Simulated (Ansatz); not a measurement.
**In in Ansatz: the effect of functional**

Crystal: In.

```
In
1.0
    -1.63624    1.63624    2.49008
     1.63624   -1.63624    2.49008
     1.63624    1.63624   -2.49008
In
1
Direct
  0.00000 0.00000 0.00000
```

The cell isn't the ideal one: volume scaled by 1.02.

Alike in all runs:

| Property | Result |
| --- | --- |
| Program | Ansatz 0.2.0 |
| Task | single point |
| Potentials or basis | Ansatz PAW |
| k mesh | 11 × 11 × 11 |
| Occupations | fermi-dirac, width 0.05 eV |
| Spin | no spin polarisation |

```csv
functional,cutoff,pressure (GPa)
LDA,420 eV (not typed: the program's choice for these potentials),?
r2SCAN,500 eV (not typed: the program's choice for these potentials),-0.6
PBE,420 eV (not typed: the program's choice for these potentials),1.2
```

Problem. What does the run with functional LDA give?

Solution. Pressure -3.2 GPa.

Caveats: the PAW data sets come from PBE, with cores solved anew for the run's functional, which leaves a small shift of forces and pressure (some runs).
